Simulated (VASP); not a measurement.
# BAs (F-43m) in VASP: relaxation of cell and atoms with PBE

Aim: the relaxation of cell and atoms of BAs with PBE.

All numbers are computed with VASP 6.6.1; they aren't measurements. Logs are shortened: lines on timing, memory, paths and dates and some standing lists are left out, and cuts for length are marked.

### Step 1. The crystal as given

Symmetry: F-43m, No. 216, cubic system. Conventional cell: a = 4.777 Å, b = 4.777 Å, c = 4.777 Å, α = 90.00°, β = 90.00°, γ = 90.00°. B (site symmetry -43m) is surrounded by 4 As at 2.07 Å. As (site symmetry -43m) has 4 B at 2.07 Å as nearest neighbours.

### Step 2. Relaxation of cell and atoms, PBE

File INCAR:

```
SYSTEM = BAs
PREC     = Accurate       ! precision mode
ENCUT    = 600            ! plane-wave cutoff, eV
EDIFF    = 1E-7           ! SCF threshold, eV
ISMEAR   = 0              ! smearing method
SIGMA    = 0.02           ! smearing width, eV
LREAL    = .False.        ! projectors in reciprocal space
LASPH    = .True.         ! aspherical terms in the spheres
NELM     = 100            ! most SCF steps
ALGO     = Normal         ! electronic algorithm
ISIF     = 3              ! what is computed and relaxed
LWAVE    = .False.        ! write WAVECAR
LCHARG   = .False.        ! write CHGCAR
GGA      = PE             ! functional
IBRION   = 2              ! ionic algorithm
NSW      = 80             ! ionic steps
EDIFFG   = -0.004         ! ionic threshold
```

File KPOINTS:

```
Automatic mesh
0
Gamma
  10 10 10
  0 0 0
```

File POSCAR:

```
BAs
1.0
    0.0000000000      2.3885000000      2.3885000000
    2.3885000000      0.0000000000      2.3885000000
    2.3885000000      2.3885000000      0.0000000000
B As
1 1
Direct
    0.0000000000      0.0000000000      0.0000000000
    0.2500000000      0.2500000000      0.2500000000
```

Potentials or basis: VASP PAW PBE potentials, release 64 (B, As).

On the command line:

```sh
$ cat potpaw_PBE.64/B/POTCAR potpaw_PBE.64/As/POTCAR > POTCAR
$ mpirun -np 1 vasp_std > vasp.out
```

OUTCAR:

```text
SYSTEM = BAs
   PREC = Accurate
   ENCUT = 600
   EDIFF = 1E-7
   ISMEAR = 0
   LREAL = .False.
   LASPH = .True.
   NELM = 100
   ISIF = 3
   GGA = PE
   IBRION = 2
   NSW = 80
   EDIFFG = -0.004

 ion  position               nearest neighbor table
   1  0.000  0.000  0.000-   2 2.07   2 2.07   2 2.07   2 2.07
   2  0.250  0.250  0.250-   1 2.07   1 2.07   1 2.07   1 2.07

  LATTYP: Found a face centered cubic cell.
 ALAT       =     4.7770000000

  Lattice vectors:

 A1 = (   0.0000000000,   2.3885000000,   2.3885000000)
 A2 = (   2.3885000000,   0.0000000000,   2.3885000000)
 A3 = (   2.3885000000,   2.3885000000,   0.0000000000)

Analysis of symmetry for initial positions (statically):
=====================================================================
 Subroutine PRICEL returns:
 Original cell was already a primitive cell.

 Routine SETGRP: Setting up the symmetry group for a
 face centered cubic supercell.

 Subroutine GETGRP returns: Found 24 space group operations
 (whereof 24 operations were pure point group operations)
 out of a pool of 48 trial point group operations.

The static configuration has the point symmetry T_d .

Analysis of symmetry for dynamics (positions and initial velocities):
=====================================================================
 Subroutine PRICEL returns:
 Original cell was already a primitive cell.

 Routine SETGRP: Setting up the symmetry group for a
 face centered cubic supercell.

 Subroutine GETGRP returns: Found 24 space group operations
 (whereof 24 operations were pure point group operations)
 out of a pool of 48 trial point group operations.

The dynamic configuration has the point symmetry T_d .

 Subroutine INISYM returns: Found 24 space group operations
 (whereof 24 operations are pure point group operations),
 and found     1 'primitive' translations

----------------------------------------------------------------------------------------

                                     Primitive cell

  volume of cell :      27.2525

  direct lattice vectors                    reciprocal lattice vectors
     0.000000000  2.388500000  2.388500000    -0.209336404  0.209336404  0.209336404
     2.388500000  0.000000000  2.388500000     0.209336404 -0.209336404  0.209336404
     2.388500000  2.388500000  0.000000000     0.209336404  0.209336404 -0.209336404

  length of vectors
     3.377849094  3.377849094  3.377849094     0.362581287  0.362581287  0.362581287

  position of ions in fractional coordinates (direct lattice)
     0.000000000  0.000000000  0.000000000
     0.250000000  0.250000000  0.250000000

  ion indices of the primitive-cell ions
   primitive index   ion index
                 1           1
                 2           2

----------------------------------------------------------------------------------------

 KPOINTS: Automatic mesh

Automatic generation of k-mesh.
 Grid dimensions read from file:
 generate k-points for:   10   10   10

 Generating k-lattice:

  Cartesian coordinates                     Fractional coordinates (reciprocal lattice)
    -0.020933640  0.020933640  0.020933640     0.100000000  0.000000000  0.000000000
     0.020933640 -0.020933640  0.020933640     0.000000000  0.100000000  0.000000000
     0.020933640  0.020933640 -0.020933640     0.000000000  0.000000000  0.100000000

  Length of vectors
     0.036258129  0.036258129  0.036258129

  Shift w.r.t. Gamma in fractional coordinates (k-lattice)
     0.000000000  0.000000000  0.000000000

 Subroutine IBZKPT returns following result:
 ===========================================

 Found     47 irreducible k-points:

 Following reciprocal coordinates:
            Coordinates               Weight
  0.000000  0.000000  0.000000      1.000000
  0.100000  0.000000  0.000000      8.000000
  0.200000  0.000000  0.000000      8.000000
  0.300000  0.000000  0.000000      8.000000
  0.400000  0.000000  0.000000      8.000000
  0.500000  0.000000  0.000000      4.000000
[... 16 lines left out ...]
  0.300000  0.300000  0.000000      6.000000
  0.400000  0.300000  0.000000     24.000000
 [... further k-points ...]
   k-points           NKPTS =     47   k-points in BZ     NKDIM =     47   number of bands    NBANDS=      8
   number of dos      NEDOS =    301   number of ions     NIONS =      2
   total plane-waves  NPLWV =  21952
   dimension x,y,z NGX =    28 NGY =   28 NGZ =   28
   dimension x,y,z NGXF=    56 NGYF=   56 NGZF=   56
   ions per type =               1   1
   NGX,Y,Z   is equivalent  to a cutoff of  13.78, 13.78, 13.78 a.u.
   NGXF,Y,Z  is equivalent  to a cutoff of  27.56, 27.56, 27.56 a.u.
 SYSTEM =  BAs
   PREC   = accura    normal or accurate (medium, high low for compatibility)
   ISTART =      0    job   : 0-new  1-cont  2-samecut
   ICHARG =      2    charge: 1-file 2-atom 10-const
   ISPIN  =      1    spin polarized calculation?
   LNONCOLLINEAR =      F non collinear calculations
   LSORBIT =      F    spin-orbit coupling
   LASPH  =      T    aspherical Exc in radial PAW
   ENCUT  =  600.0 eV  44.10 Ry    6.64 a.u.   6.75  6.75  6.75*2*pi/ulx,y,z
   NELM   =    100;   NELMIN=  2; NELMDL= -5     # of ELM steps
   EDIFF  = 0.1E-06   stopping-criterion for ELM
   LREAL  =      F    real-space projection
   EDIFFG = -.4E-02   stopping-criterion for IOM
   NSW    =     80    number of steps for IOM
   IBRION =      2    ionic relax: 0-MD 1-quasi-New 2-CG
   NFREE  =      1    steps in history (QN), initial steepest desc. (CG)
   ISIF   =      3    stress and relaxation
   ISYM   =      2    0-nonsym 1-usesym 2-fastsym
   POTIM  = 0.5000    time-step for ionic-motion
   TEBEG  =    0.0;   TEEND  =   0.0 temperature during run
   PSTRESS=    0.0 pullay stress
   NELECT =       8.0000    total number of electrons
   NUPDOWN=      -1.0000    fix difference up-down
   EMIN   =  10.00;   EMAX   =-10.00  energy-range for DOS
   EFERMI =   0.00;   METHOD = LEGACY
   ISMEAR =     0;   SIGMA  =   0.02  broadening in eV -4-tet -1-fermi 0-gaus
   EFERMI_NEDOS =   21; number of points for ismear=-14 and -15
   IALGO  =     38    algorithm
   IMIX   =      4    mixing-type and parameters
     AMIX     =   0.40;   BMIX     =  1.00
     AMIX_MAG =   1.60;   BMIX_MAG =  1.00
  volume/ion in A,a.u.               =      13.63        91.95
  Fermi-wavevector in a.u.,A,eV,Ry     =   1.088018  2.056057 16.106360  1.183784
  Thomas-Fermi vector in A             =   2.224191
   LORBIT       =      0    0 simple, 1 ext, 2 COOP (PROOUT), +10 PAW based schemes
   GGA     = PE    functional components
   LHFCALC =     F    Hartree Fock is set to
   AEXX    =    0.0000 exact exchange contribution
   IVDW    =     0    specifies the selected vdW correction
   LEPSILON=     F    determine dielectric tensor
   LRPA    =     F    only Hartree local field effects (RPA)
 conjugate gradient relaxation of ions
 non-spin polarized calculation
 Gauss-broadening in eV      SIGMA  =   0.02
  energy-cutoff  :      600.00
  volume of cell :       27.25
 maximum number of plane-waves:       941
   NGX = 13   NGY = 13   NGZ = 13

--------------------------------------- Ionic step        1  -------------------------------------------

 number of electron       8.0000000 magnetization

 Free energy of the ion-electron system (eV)
  ---------------------------------------------------
  ext. energy  EPLUGINS =         0.00000000
  ---------------------------------------------------
  free energy    TOTEN  =       -11.40730621 eV

  energy without entropy =      -11.40730621  energy(sigma->0) =      -11.40730621

------------------------ aborting loop because EDIFF is reached ----------------------------------------

  FORCE on cell =-STRESS in cart. coord.  units (eV):
  Direction    XX          YY          ZZ          XY          YZ          ZX
  --------------------------------------------------------------------------------------
  -------------------------------------------------------------------------------------
  Total        0.5821535      0.5821535      0.5821535      0.0000000     -0.0000000     -0.0000000
  in kB       34.2249120     34.2249120     34.2249120      0.0000000     -0.0000000     -0.0000000
  external PRESSURE =      34.2249120 kB  Pullay stress =       0.0000000 kB
[... 57 lines left out ...]
  energy  without entropy=      -11.4110042250  energy(sigma->0) =      -11.41100423

--------------------------------------- Ionic step        3  -------------------------------------------

 number of electron       8.0000000 magnetization

 Free energy of the ion-electron system (eV)
  ---------------------------------------------------
  ext. energy  EPLUGINS =         0.00000000
  ---------------------------------------------------
  free energy    TOTEN  =       -11.41438463 eV

  energy without entropy =      -11.41438463  energy(sigma->0) =      -11.41438463

 E-fermi :   5.9595     XC(G=0): -10.4779

 val. band max:        5.8571962227   @ k =   0.0000   0.0000   0.0000
 cond. band min:       7.0581644469   @ k =   0.4000   0.4000   0.0000
 fundamental gap:      1.2009682242
 Fermi energy:         5.9594998582

 k-point     1 :       0.0000    0.0000    0.0000
  band No.  band energies     occupation
      1      -9.3216      2.00000
      2       5.8572      2.00000
      3       5.8572      2.00000
      4       5.8572      2.00000
      5       9.1032      0.00000
      6       9.1032      0.00000
      7       9.1032      0.00000
      8      10.2337      0.00000
[... 243 lines left out ...]
 k-point    24 :       0.4000    0.3000    0.0000
  band No.  band energies     occupation
      1      -6.7446      2.00000
      2      -0.5347      2.00000
      3       1.9825      2.00000
      4       2.4597      2.00000
      5       7.5663      0.00000
      6       9.2437      0.00000
      7      14.5192      0.00000
      8      14.7649      0.00000

 [... further k-points ...]

------------------------ aborting loop because EDIFF is reached ----------------------------------------

  FORCE on cell =-STRESS in cart. coord.  units (eV):
  Direction    XX          YY          ZZ          XY          YZ          ZX
  --------------------------------------------------------------------------------------
  -------------------------------------------------------------------------------------
  Total        0.0013126      0.0013126      0.0013126      0.0000000      0.0000000      0.0000000
  in kB        0.0752917      0.0752917      0.0752917      0.0000000      0.0000000      0.0000000
  external PRESSURE =       0.0752917 kB  Pullay stress =       0.0000000 kB
[... 17 lines left out ...]
  FREE ENERGIE OF THE ION-ELECTRON SYSTEM (eV)
  ---------------------------------------------------
  free  energy   TOTEN  =       -11.4143846270 eV

  energy  without entropy=      -11.4143846270  energy(sigma->0) =      -11.41438463

 reached required accuracy - stopping structural energy minimisation
```

It took 18 s on 1 thread of Intel Xeon Platinum 8488C (Sapphire Rapids), shared host; peak memory 0.17 GiB.

What came out:

* Free energy: -11.4144 eV
* Relaxed volume: 13.97 Å³/atom
* Relaxed cell: a = 3.406 Å, b = 3.406 Å, c = 3.406 Å, α = 60.00°, β = 60.00°, γ = 60.00°
* Space group after relaxing (to 0.05 Å): F-43m (No. 216)
* Energy gained by relaxing: 3.5 meV/atom
* Ionic steps: 3
* Pressure after relaxing: 0.0 GPa
* Band gap on the k mesh: 1.20 eV, indirect (least direct gap 3.25 eV)

The path:
| step | energy change (eV) | largest force (eV/Å) | pressure (GPa) | volume (Å³) |
| --- | --- | --- | --- | --- |
| 1 | 0.0000 | 0.0000 | 3.42 | 27.25 |
| 2 | -0.0037 | 0.0000 | -2.19 | 28.42 |
| 3 | -0.0071 | 0.0000 | 0.01 | 27.93 |

Final structure:
```
B As
1.0
     0.00000    2.40816    2.40816
     2.40816    0.00000    2.40816
     2.40816    2.40816    0.00000
B As
1 1
Direct
  0.00000 0.00000 0.00000
  0.25000 0.25000 0.25000
```
